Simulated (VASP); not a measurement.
# GaP (R-3m) in VASP: equation of state

Aim: energy against volume of GaP in PBE, for its equilibrium volume and stiffness.

Everything below comes from runs of VASP 6.6.1. Logs are shortened: lines on timing, memory, paths and dates and some standing lists are left out, and cuts for length are marked.

### 1 The structure

The structure is trigonal, space group R-3m (No. 166). Conventional cell: a = 3.886 Å, b = 3.886 Å, c = 19.292 Å, α = 90.00°, β = 90.00°, γ = 120.00°. Around Ga (site symmetry 3m) lie 3 P at 2.40 Å and 1 Ga at 2.49 Å. P (site symmetry 3m) has 1 P at 2.21 Å and 3 Ga at 2.40 Å as nearest neighbours.

Measurements of this composition are mostly on another form, of space group No. 216.

### 2 Equation of state, PBE, 19.76 Å³/atom (volume scaled by 0.94)

The input, INCAR:

```
ALGO = Normal ; EDIFF = 1E-7
ENCUT = 520 ; GGA = PE
ISIF = 2 ; ISMEAR = -1
LASPH = T ; LCHARG = F
LREAL = F ; LWAVE = F
NBANDS = 26 ; NELM = 100
PREC = Accurate ; SIGMA = 0.05
```

The input, KPOINTS:

```
k-points
0
Gamma
  8 8 8
```

The input, POSCAR:

```
GaP
1.0
    1.9033506749      1.0989000245      6.2995322420
   -1.9033506749      1.0989000245      6.2995322420
    0.0000000000     -2.1978000491      6.2995322420
Ga P
2 2
Direct
    0.5646280000      0.5646280000      0.5646280000
    0.4353720000      0.4353720000      0.4353720000
    0.9426110000      0.9426110000      0.9426110000
    0.0573890000      0.0573890000      0.0573890000
```

Potentials or basis: VASP PAW PBE potentials, release 64 (Ga_d, P).

Started as:

```console
$ cat potpaw_PBE.64/Ga_d/POTCAR potpaw_PBE.64/P/POTCAR > POTCAR
$ mpirun -np 1 vasp_std > vasp.out
```

OUTCAR:

```text
EDIFF = 1E-7
   ENCUT = 520
   GGA = PE
   ISIF = 2
   ISMEAR = -1
   LASPH = T
   LREAL = F
   NELM = 100
   PREC = Accurate

 Found     65 irreducible k-points:

 Following reciprocal coordinates:
            Coordinates               Weight
  0.000000  0.000000  0.000000      1.000000
  0.125000  0.000000 -0.000000      6.000000
  0.250000  0.000000 -0.000000      6.000000
  0.375000  0.000000 -0.000000      6.000000
  0.500000  0.000000 -0.000000      3.000000
  0.125000  0.125000 -0.000000      6.000000
   k-points           NKPTS =     65   k-points in BZ     NKDIM =     65   number of bands    NBANDS=     26
   number of dos      NEDOS =    301   number of ions     NIONS =      4
   total plane-waves  NPLWV = 125000
   dimension x,y,z NGX =    50 NGY =   50 NGZ =   50
   dimension x,y,z NGXF=   100 NGYF=  100 NGZF=  100
   ions per type =               2   2
   NGX,Y,Z   is equivalent  to a cutoff of  12.46, 12.46, 12.46 a.u.
   NGXF,Y,Z  is equivalent  to a cutoff of  24.92, 24.92, 24.92 a.u.
 SYSTEM =  unknown system
   PREC   = accura    normal or accurate (medium, high low for compatibility)
   ISTART =      0    job   : 0-new  1-cont  2-samecut
   ICHARG =      2    charge: 1-file 2-atom 10-const
   ISPIN  =      1    spin polarized calculation?
   LNONCOLLINEAR =      F non collinear calculations
   LSORBIT =      F    spin-orbit coupling
   LASPH  =      T    aspherical Exc in radial PAW
   ENCUT  =  520.0 eV  38.22 Ry    6.18 a.u.  12.41 12.41 12.41*2*pi/ulx,y,z
   NELM   =    100;   NELMIN=  2; NELMDL= -5     # of ELM steps
   EDIFF  = 0.1E-06   stopping-criterion for ELM
   LREAL  =      F    real-space projection
   EDIFFG = 0.1E-05   stopping-criterion for IOM
   NSW    =      0    number of steps for IOM
   IBRION =     -1    ionic relax: 0-MD 1-quasi-New 2-CG
[... 8 lines left out ...]
   EMIN   =  10.00;   EMAX   =-10.00  energy-range for DOS
   EFERMI =   0.00;   METHOD = LEGACY
   ISMEAR =    -1;   SIGMA  =   0.05  broadening in eV -4-tet -1-fermi 0-gaus
   EFERMI_NEDOS =   21; number of points for ismear=-14 and -15
   IALGO  =     38    algorithm
   IMIX   =      4    mixing-type and parameters
     AMIX     =   0.40;   BMIX     =  1.00
     AMIX_MAG =   1.60;   BMIX_MAG =  1.00
  volume/ion in A,a.u.               =      19.76       133.37
  Fermi-wavevector in a.u.,A,eV,Ry     =   1.259496  2.380102 21.583335  1.586330
  Thomas-Fermi vector in A             =   2.393053
   LORBIT       =      0    0 simple, 1 ext, 2 COOP (PROOUT), +10 PAW based schemes
   GGA     = PE    functional components
   LHFCALC =     F    Hartree Fock is set to
   AEXX    =    0.0000 exact exchange contribution
   IVDW    =     0    specifies the selected vdW correction
   LEPSILON=     F    determine dielectric tensor
   LRPA    =     F    only Hartree local field effects (RPA)
 non-spin polarized calculation
  energy-cutoff  :      520.00
  volume of cell :       79.06
 maximum number of plane-waves:      2144
 NGX is ok and might be reduce to    50
   NGX = 25   NGY = 25   NGZ = 25

 number of electron      35.9999996 magnetization

 Free energy of the ion-electron system (eV)
  ---------------------------------------------------
  ext. energy  EPLUGINS =         0.00000000
  ---------------------------------------------------
  free energy    TOTEN  =       -17.66099956 eV

  energy without entropy =      -17.66099598  energy(sigma->0) =      -17.66099777

 E-fermi :   5.6657     XC(G=0):  -9.9491

 val. band max:        5.2452587859   @ k =   0.0000   0.0000   0.0000
 cond. band min:       6.0756117913   @ k =   0.5000   0.5000  -0.0000
 fundamental gap:      0.8303530054
 Fermi energy:         5.6656620067

 k-point     1 :       0.0000    0.0000    0.0000
  band No.  band energies     occupation
      1      -9.6360      2.00000
      2      -9.4883      2.00000
      3      -9.4883      2.00000
      4      -9.4712      2.00000
      5      -9.4712      2.00000
      6      -9.4094      2.00000
      7      -9.4094      2.00000
      8      -9.2751      2.00000
      9      -9.2718      2.00000
     10      -9.2718      2.00000
     11      -8.3473      2.00000
     12      -5.4627      2.00000
     13      -2.2546      2.00000
     14       3.3281      2.00000
     15       3.3281      2.00000
     16       5.0034      2.00000
     17       5.2453      1.99955
     18       5.2453      1.99955
     19       6.4742      0.00000
     20       7.2560      0.00000
     21       8.0516      0.00000
     22       8.9290      0.00000
     23       8.9290      0.00000
     24       9.6114      0.00000
     25       9.6114      0.00000
     26      13.5535      0.00000

 k-point     2 :       0.1250    0.0000   -0.0000
  band No.  band energies     occupation
      1      -9.6323      2.00000
      2      -9.5148      2.00000
      3      -9.4861      2.00000
      4      -9.4830      2.00000
      5      -9.4634      2.00000
      6      -9.4130      2.00000
      7      -9.4048      2.00000
      8      -9.2836      2.00000
      9      -9.2728      2.00000
     10      -9.2513      2.00000
     11      -8.1720      2.00000
     12      -5.3121      2.00000
     13      -2.1382      2.00000
     14       2.3094      2.00000
     15       3.1167      2.00000
     16       3.8741      2.00000
     17       4.7099      2.00000
     18       4.8303      2.00000
     19       7.3602      0.00000
     20       7.7162      0.00000
     21       8.2133      0.00000
     22       9.3882      0.00000
     23       9.4840      0.00000
     24       9.5225      0.00000
     25      10.1749      0.00000
     26      13.2746      0.00000

 k-point     3 :       0.2500    0.0000   -0.0000
  band No.  band energies     occupation
      1      -9.6265      2.00000
      2      -9.5638      2.00000
      3      -9.5057      2.00000
      4      -9.4822      2.00000
      5      -9.4445      2.00000
      6      -9.4221      2.00000
      7      -9.3918      2.00000
      8      -9.2912      2.00000
      9      -9.2753      2.00000
     10      -9.2184      2.00000
     11      -7.7065      2.00000
     12      -4.8848      2.00000
     13      -1.9240      2.00000
     14       0.8753      2.00000
     15       1.9039      2.00000
     16       2.6901      2.00000
     17       3.9240      2.00000
     18       4.1042      2.00000
     19       7.4197      0.00000
     20       7.8918      0.00000
     21       8.4134      0.00000
     22      10.3041      0.00000
     23      10.4906      0.00000
     24      10.7921      0.00000
     25      11.5132      0.00000
     26      12.5370      0.00000

 k-point     4 :       0.3750    0.0000   -0.0000
  band No.  band energies     occupation
      1      -9.6299      2.00000
      2      -9.5953      2.00000
      3      -9.5220      2.00000
      4      -9.4800      2.00000
      5      -9.4317      2.00000
      6      -9.4257      2.00000
      7      -9.3766      2.00000
      8      -9.2975      2.00000
      9      -9.2779      2.00000
     10      -9.1907      2.00000
     11      -7.1226      2.00000
     12      -4.3210      2.00000
     13      -2.0658      2.00000
     14       0.2393      2.00000
     15       0.3511      2.00000
     16       2.3412      2.00000
     17       2.9541      2.00000
     18       3.5593      2.00000
     19       6.9825      0.00000
     20       7.9144      0.00000
     21       8.8914      0.00000
     22       9.9547      0.00000
     23      11.2099      0.00000
     24      11.7766      0.00000
     25      12.3174      0.00000
     26      12.6884      0.00000

 k-point     5 :       0.5000    0.0000   -0.0000
  band No.  band energies     occupation
      1      -9.6364      2.00000
      2      -9.6025      2.00000
      3      -9.5269      2.00000
      4      -9.4794      2.00000
      5      -9.4357      2.00000
      6      -9.4179      2.00000
      7      -9.3698      2.00000
      8      -9.3000      2.00000
      9      -9.2790      2.00000
     10      -9.1803      2.00000
     11      -6.8118      2.00000
     12      -4.0422      2.00000
     13      -2.2558      2.00000
     14      -0.5308      2.00000
     15       0.5072      2.00000
     16       2.2128      2.00000
     17       2.4093      2.00000
     18       3.3636      2.00000
     19       6.8332      0.00000
     20       7.9314      0.00000
     21       9.0492      0.00000
     22       9.7785      0.00000
     23      11.5128      0.00000
     24      11.6784      0.00000
     25      12.0551      0.00000
     26      12.1706      0.00000

 k-point     6 :       0.1250    0.1250   -0.0000
  band No.  band energies     occupation
      1      -9.6321      2.00000
      2      -9.5122      2.00000
      3      -9.4871      2.00000
      4      -9.4849      2.00000
      5      -9.4631      2.00000
      6      -9.4130      2.00000
      7      -9.4048      2.00000
      8      -9.2857      2.00000
      9      -9.2719      2.00000
     10      -9.2514      2.00000
     11      -8.1607      2.00000
     12      -5.3577      2.00000
     13      -2.0602      2.00000
     14       2.3657      2.00000
     15       3.0624      2.00000
     16       3.6245      2.00000
     17       4.7770      2.00000
     18       4.9656      2.00000
     19       7.2722      0.00000
     20       7.6509      0.00000
     21       8.5029      0.00000
     22       9.1585      0.00000
     23       9.3348      0.00000
     24       9.6965      0.00000
     25      10.3787      0.00000
     26      13.1406      0.00000

 [... further k-points ...]

------------------------ aborting loop because EDIFF is reached ----------------------------------------

  FORCE on cell =-STRESS in cart. coord.  units (eV):
  Direction    XX          YY          ZZ          XY          YZ          ZX
  --------------------------------------------------------------------------------------
  -------------------------------------------------------------------------------------
  Total        2.3282649      2.3282649      2.8246647      0.0000000     -0.0000000      0.0000000
  in kB       47.1852688     47.1852688     57.2454455      0.0000000     -0.0000000      0.0000000
  external PRESSURE =      50.5386610 kB  Pullay stress =       0.0000000 kB

 VOLUME and BASIS-vectors are now :
 -----------------------------------------------------------------------------
  energy-cutoff  :      520.00
  volume of cell :       79.06
      direct lattice vectors                 reciprocal lattice vectors
     1.903350675  1.098900025  6.299532242     0.262694629  0.151666815  0.052913982
    -1.903350675  1.098900025  6.299532242    -0.262694629  0.151666815  0.052913982
     0.000000000 -2.197800049  6.299532242     0.000000000 -0.303333630  0.052913982

 POSITION                                       TOTAL-FORCE (eV/Angst)
 -----------------------------------------------------------------------------------
      0.00000     -0.00000     10.67068         0.000000      0.000000     -0.133496
      0.00000     -0.00000      8.22792         0.000000     -0.000000      0.133496
      0.00000     -0.00000     17.81403         0.000000      0.000000     -0.181616
      0.00000     -0.00000      1.08457         0.000000     -0.000000      0.181616
 -----------------------------------------------------------------------------------
    total drift:                                0.000000     -0.000000      0.000000

  FREE ENERGIE OF THE ION-ELECTRON SYSTEM (eV)
  ---------------------------------------------------
  free  energy   TOTEN  =       -17.6609995551 eV

  energy  without entropy=      -17.6609959810  energy(sigma->0) =      -17.66099777
```

Wall time 5.2 min (1 thread of Intel Xeon Platinum 8488C (Sapphire Rapids), shared host); peak memory 0.39 GiB.

What came out:

```yaml
Free_energy: -17.6610 eV
Pressure: 5.1 GPa
Largest_force: 0.182 eV/Å
Band_gap_on_the_k_mesh: 0.83 eV, indirect (least direct gap 1.23 eV)
```

### 3 Equation of state, PBE, 20.18 Å³/atom (volume scaled by 0.96)

The input, INCAR:

```
ALGO = Normal
EDIFF = 1E-7
ENCUT = 520
GGA = PE
ISIF = 2
ISMEAR = -1
LASPH = T
LCHARG = F
LREAL = F
LWAVE = F
NBANDS = 26
NELM = 80
PREC = Accurate
SIGMA = 0.05
```

KPOINTS is that of step 2.

The input, POSCAR:

```
GaP
1.0
    1.9167549946      1.1066390121      6.3438966068
   -1.9167549946      1.1066390121      6.3438966068
    0.0000000000     -2.2132780241      6.3438966068
Ga P
2 2
Direct
    0.5646280000      0.5646280000      0.5646280000
    0.4353720000      0.4353720000      0.4353720000
    0.9426110000      0.9426110000      0.9426110000
    0.0573890000      0.0573890000      0.0573890000
```

Potentials or basis: VASP PAW PBE potentials, release 64 (Ga_d, P).

Started as:

```console
$ cat potpaw_PBE.64/Ga_d/POTCAR potpaw_PBE.64/P/POTCAR > POTCAR
$ mpirun -np 1 vasp_std > vasp.out
```

It took 6.6 min on 1 thread of Intel Xeon Platinum 8488C (Sapphire Rapids), shared host; peak memory 0.39 GiB.

Results (log left out):

| Property | Result |
| --- | --- |
| Free energy | -17.7042 eV |
| Pressure | 3.2 GPa |
| Largest force | 0.121 eV/Å |
| Band gap on the k mesh | 0.84 eV, indirect (least direct gap 1.19 eV) |

### 4 Equation of state, PBE, 20.61 Å³/atom (volume scaled by 0.98)

The input, INCAR:

```
SYSTEM = GaP
PREC = Accurate
ENCUT = 520
EDIFF = 1E-7
ISMEAR = -1
SIGMA = 0.05
LREAL = .FALSE.
LASPH = .TRUE.
NELM = 80
ALGO = Normal
ISIF = 2
LWAVE = .FALSE.
LCHARG = .FALSE.
GGA = PE
NBANDS = 26
```

The input, KPOINTS:

```
regular mesh
0
G
  8 8 8
  0 0 0
```

The input, POSCAR:

```
GaP
1.0
    1.9299744123      1.1142712464      6.3876490005
   -1.9299744123      1.1142712464      6.3876490005
    0.0000000000     -2.2285424929      6.3876490005
Ga P
2 2
Direct
    0.5646280000      0.5646280000      0.5646280000
    0.4353720000      0.4353720000      0.4353720000
    0.9426110000      0.9426110000      0.9426110000
    0.0573890000      0.0573890000      0.0573890000
```

Started as:

```console
$ cat potpaw_PBE.64/Ga_d/POTCAR potpaw_PBE.64/P/POTCAR > POTCAR
$ mpirun -np 1 vasp_std > vasp.out
```

Wall time 5.2 min (1 thread of Intel Xeon Platinum 8488C (Sapphire Rapids), shared host); peak memory 0.4 GiB.

Results (log left out):

- Free energy: -17.7288 eV
- Pressure: 1.5 GPa
- Largest force: 0.080 eV/Å
- Band gap on the k mesh: 0.84 eV, indirect (least direct gap 1.16 eV)

### 5 Equation of state, PBE, 21.45 Å³/atom (volume scaled by 1.02)

The input, INCAR:

```
ALGO     = Normal         # electronic algorithm
EDIFF    = 1E-7           # SCF threshold, eV
ENCUT    = 520            # plane-wave cutoff, eV
GGA      = PE             # functional
ISIF     = 2              # what is computed and relaxed
ISMEAR   = -1             # smearing method
LASPH    = T              # aspherical terms in the spheres
LCHARG   = F              # write CHGCAR
LREAL    = F              # projectors in reciprocal space
LWAVE    = F              # write WAVECAR
NBANDS   = 26             # bands
NELM     = 80             # most SCF steps
PREC     = Accurate       # precision mode
SIGMA    = 0.05           # smearing width, eV
```

The input, KPOINTS:

```
k-points
0
Gamma
  8 8 8
```

The input, POSCAR:

```
GaP
1.0
    1.9558832007      1.1292296924      6.4733994878
   -1.9558832007      1.1292296924      6.4733994878
    0.0000000000     -2.2584593848      6.4733994878
Ga P
2 2
Direct
    0.5646280000      0.5646280000      0.5646280000
    0.4353720000      0.4353720000      0.4353720000
    0.9426110000      0.9426110000      0.9426110000
    0.0573890000      0.0573890000      0.0573890000
```

Started as:

```console
$ cat potpaw_PBE.64/Ga_d/POTCAR potpaw_PBE.64/P/POTCAR > POTCAR
$ mpirun -np 1 vasp_std > vasp.out
```

Run time: 8.9 min. Hardware: 1 thread of Intel Xeon Platinum 8488C (Sapphire Rapids), shared host; peak memory 0.45 GiB.

It converged, with:

```
Free energy            : -17.7299 eV
Pressure               : -1.3 GPa
Largest force          : 0.035 eV/Å
Band gap on the k mesh : 0.83 eV, indirect (least direct gap 1.07 eV)
```

### 6 Equation of state, PBE, 21.87 Å³/atom (volume scaled by 1.04)

The input, INCAR:

```
PREC     = Accurate       # precision mode
ENCUT    = 520            # plane-wave cutoff, eV
EDIFF    = 1E-7           # SCF threshold, eV
ISMEAR   = -1             # smearing method
SIGMA    = 0.05           # smearing width, eV
LREAL    = F              # projectors in reciprocal space
LASPH    = T              # aspherical terms in the spheres
NELM     = 60             # most SCF steps
ALGO     = Normal         # electronic algorithm
ISIF     = 2              # what is computed and relaxed
LWAVE    = F              # write WAVECAR
LCHARG   = F              # write CHGCAR
GGA      = PE             # functional
NBANDS   = 26             # bands
```

The input, KPOINTS:

```
regular mesh
0
Gamma
  8 8 8
```

The input, POSCAR:

```
GaP
1.0
    1.9685840968      1.1365625582      6.5154357273
   -1.9685840968      1.1365625582      6.5154357273
    0.0000000000     -2.2731251164      6.5154357273
Ga P
2 2
Direct
    0.5646280000      0.5646280000      0.5646280000
    0.4353720000      0.4353720000      0.4353720000
    0.9426110000      0.9426110000      0.9426110000
    0.0573890000      0.0573890000      0.0573890000
```

Potentials or basis: VASP PAW PBE potentials, release 64 (Ga_d, P).

Started as:

```console
$ cat potpaw_PBE.64/Ga_d/POTCAR potpaw_PBE.64/P/POTCAR > POTCAR
$ mpirun -np 1 vasp_std > vasp.out
```

Run time: 7.8 min. Hardware: 1 thread of Intel Xeon Platinum 8488C (Sapphire Rapids), shared host; peak memory 0.45 GiB.

Results (log left out):

```yaml
Free_energy: -17.7097 eV
Pressure: -2.5 GPa
Largest_force: 0.079 eV/Å
Band_gap_on_the_k_mesh: 0.81 eV, indirect (least direct gap 1.02 eV)
```

### 7 Equation of state, PBE, 22.29 Å³/atom (volume scaled by 1.06)

The input, INCAR:

```
ALGO = Normal ; EDIFF = 1E-7
ENCUT = 520 ; GGA = PE
ISIF = 2 ; ISMEAR = -1
LASPH = T ; LCHARG = F
LREAL = F ; LWAVE = F
NBANDS = 26 ; NELM = 100
PREC = Accurate ; SIGMA = 0.05
```

The input, KPOINTS:

```
k-points
0
Gamma
  8 8 8
```

The input, POSCAR:

```
GaP
1.0
    1.9811231871      1.1438020054      6.5569364368
   -1.9811231871      1.1438020054      6.5569364368
    0.0000000000     -2.2876040107      6.5569364368
Ga P
2 2
Direct
    0.5646280000      0.5646280000      0.5646280000
    0.4353720000      0.4353720000      0.4353720000
    0.9426110000      0.9426110000      0.9426110000
    0.0573890000      0.0573890000      0.0573890000
```

Started as:

```console
$ cat potpaw_PBE.64/Ga_d/POTCAR potpaw_PBE.64/P/POTCAR > POTCAR
$ mpirun -np 1 vasp_std > vasp.out
```

It took 8.8 min on 1 thread of Intel Xeon Platinum 8488C (Sapphire Rapids), shared host; peak memory 0.42 GiB.

It converged, with:

```yaml
Free_energy: -17.6775 eV
Pressure: -3.6 GPa
Largest_force: 0.119 eV/Å
Band_gap_on_the_k_mesh: 0.79 eV, indirect (least direct gap 0.96 eV)
```

### 8 Equation of state, PBE

Potentials or basis: VASP PAW PBE potentials, release 64 (Ga_d, P).

No new run: the results of the series are fitted here.

What came out:

```yaml
Equilibrium_volume: 21.03 Å³/atom
Bulk_modulus_at_fixed_shape_and_positions: 71 GPa
Pressure_derivative_of_the_bulk_modulus: 4.6
```

Energy against volume, from the lowest point:
```csv
volume (Å³/atom),energy (meV/atom)
19.764,18.95
20.185,8.15
20.605,1.99
21.026,0.00
21.446,1.73
21.867,6.79
22.287,14.82
```

Caveat: the cell was scaled at fixed shape and fractional positions, which overstates the stiffness of a crystal with free parameters, most of all of layers and chains.
